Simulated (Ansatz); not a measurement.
This script drives Ansatz's Python interface.

`dfpt.py`:
```python
from pathlib import Path
import logging
import sys
import warnings

import ansatz as az
from ase import Atoms
import numpy as np

logging.basicConfig(stream=sys.stdout, format="[%(levelname)s] %(message)s")
logger = logging.getLogger("calc")
logger.setLevel(logging.INFO)


def main() -> None:
    warnings.simplefilter("ignore", az.DeckWarning)

    atoms = Atoms(
        ["B", "B", "N", "N"],
        scaled_positions=[
            (2 / 3, 1 / 3, 0.0),
            (1 / 3, 2 / 3, 0.5),
            (2 / 3, 1 / 3, 0.375),
            (1 / 3, 2 / 3, 0.875),
        ],
        cell=[
            (2.536, 0.0, 0.0),
            (-1.268, 2.19624, 0.0),
            (0.0, 0.0, 4.199),
        ],
        pbc=True,
    )
    xtal = az.Crystal.from_ase(atoms)

    model = xtal.calculation()
    model = model.functional("pbesol")
    model = model.pseudopotentials("paw").occupations("Fixed")
    model = model.kpoints(8, 8, 4).phonons("dfpt", points=[(0, 0, 0), (0.5, 0, 0.5)])
    outcome = model.run(runs_dir="runs")
    ph = outcome.phonons

    for q in ph.qpoints:
        thz = np.asarray(q.omega_inv_cm) / 33.35641
        print("q = ({:.2f}, {:.2f}, {:.2f})".format(*q.q_frac), np.round(thz, 2) + 0.0, "THz")


if __name__ == "__main__":
    main()
```

It is started by `python dfpt.py`. How long does it take on 1 thread of Arm Neoverse V1, with other jobs on the host, and how much memory does it need?

It took about 21 s, with a peak of 0.49 GiB, for 1 run of the engine.

```console
$ python dfpt.py
q = (0.00, 0.00, 0.00) [ 0.    0.    0.   14.06 14.06 29.   29.2  29.2  30.76 32.07 32.07 33.55] THz
q = (0.50, 0.00, 0.50) [17.57 17.57 18.45 18.45 27.37 27.37 28.9  28.9  30.32 30.32 34.43 34.43] THz
```

The cell isn't relaxed first, so the values belong to this volume. Of the deposited cell: the entry's cell lengths or inner coordinates differ somewhat from later room-temperature determinations. No non-analytic term is added, so at the zone centre the longitudinal optical modes of a polar crystal aren't split off. The structure is a deposited one; some such entries were measured under pressure or heat, so a shift against it needn't be the functional's error alone. The structure is taken as given; imaginary modes can come from an unrelaxed or unstable start.

(Lines on the test bed's own set-up are left out of the output.)
